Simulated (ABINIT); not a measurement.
Crystal: Al2Cu.

```
Cu Al
1.0
     4.10518    0.00000    0.00000
     0.00000    4.10518    0.00000
     0.00000    0.00000    2.89131
Cu Al
1 2
Direct
  0.00000 0.00000 0.00000
  0.00000 0.50000 0.50000
  0.50000 0.00000 0.50000
```

The cell comes from a database or a generator and needn't be the stable form of this composition.

* Program: ABINIT 10.8.3 (patched build)
* Task: relaxation of cell and atoms
* Functional: PBEsol
* Potentials or basis: PseudoDojo NC SR PBEsol v0.4.1 standard
* Cutoff: 1252 eV
* k mesh: 5 × 5 × 6
* Occupations: fermi-dirac, width 0.05 eV
* Spin: no spin polarisation

At the start: pressure -2.7 GPa; volume 16.24 Å³/atom.

Question: Where does the relaxation end?

Answer: Over 4 steps the energy falls by 4.1 meV/atom and the volume is 15.79 Å³/atom (-2.8 %); space group P4/mmm (No. 123, to 0.05 Å).

Step by step:
```tsv
step	energy change (eV)	largest force (eV/Å)	pressure (GPa)	volume (Å³)
1	0.0000	0.0000	-2.72	48.73
2	-0.0060	0.0000	-1.96	48.32
3	-0.0122	0.0000	0.11	47.32
4	-0.0122	0.0000	0.00	47.37
```

Final structure:
```
Cu Al
1.0
     4.06066    0.00000    0.00000
     0.00000    4.06066    0.00000
     0.00000    0.00000    2.87256
Cu Al
1 2
Direct
  0.00000 0.00000 0.00000
  0.00000 0.50000 0.50000
  0.50000 0.00000 0.50000
```

Caveat: the k mesh is coarse (spacing up to 0.36 Å⁻¹), so the values aren't converged.
